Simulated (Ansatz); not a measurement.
## Bi$_{2}$Te$_{3}$: frozen-core PAW against all-electron methods

```
Bi Te
1.0
     2.20850    1.27508    9.94667
    -2.20850    1.27508    9.94667
     0.00000   -2.55016    9.94667
Bi Te
2 3
Cartesian
  0.0000 0.0000 24.2301
  0.0000 0.0000 11.9957
  0.0000 0.0000 18.2322
  0.0000 0.0000 5.9680
  0.0000 0.0000 0.0000
```

Atoms are numbered in the order listed.

The geometry is COD entry 9012858, unchecked; take it as a test cell.

Spin–orbit coupling is left out, though it moves levels of the heavy atoms by tenths of an eV or more.

Levels of theory: DFT, LDA, PAW with Ansatz's default frozen-core files, scalar-relativistic (Ansatz 0.2.0); DFT, LDA, all-electron LAPW, scalar-relativistic (Ansatz 0.2.0).

For PAW: a Γ-centred 8×8×8 k mesh, Fermi–Dirac smearing of 0.08 eV, cutoff 420 eV, no spin polarisation; the PAW files were made with PBE, and the program remakes their frozen cores for this functional. LAPW targets a basis error of 1 meV/atom. The Ansatz runs share mesh, smearing and spin set-up. Plane-wave (PAW) pressures include the program's estimate of the Pulay term.

Stress and pressure are positive in compression.

Levels count from the Fermi level.

PAW results:

| quantity | PAW |
| --- | --- |
| pressure (GPa) | -1.89 |
| stress xx (GPa) | -1.52 |
| stress zz (GPa) | -2.63 |
| force on Bi1, z (eV/Å) | -0.746 |
| force on Bi2, z (eV/Å) | -0.436 |
| force on Te3, z (eV/Å) | -0.620 |
| force on Te4, z (eV/Å) | 0.651 |
| highest filled level at Γ (eV) | -0.104 |
| lowest empty level at Γ (eV) | 0.278 |
| highest filled level at S0 (eV) | -0.199 |
| lowest empty level at S0 (eV) | 0.456 |
| highest filled level at S2 (eV) | -0.199 |
| lowest empty level at S2 (eV) | 0.456 |

What does all-electron LAPW give for the same quantities?


| quantity | LAPW |
| --- | --- |
| pressure (GPa) | -1.87 |
| stress xx (GPa) | -1.50 |
| stress zz (GPa) | -2.61 |
| force on Bi1, z (eV/Å) | -0.747 |
| force on Bi2, z (eV/Å) | -0.435 |
| force on Te3, z (eV/Å) | -0.622 |
| force on Te4, z (eV/Å) | 0.653 |
| highest filled level at Γ (eV) | -0.104 |
| lowest empty level at Γ (eV) | 0.278 |
| highest filled level at S0 (eV) | -0.199 |
| lowest empty level at S0 (eV) | 0.456 |
| highest filled level at S2 (eV) | -0.199 |
| lowest empty level at S2 (eV) | 0.456 |
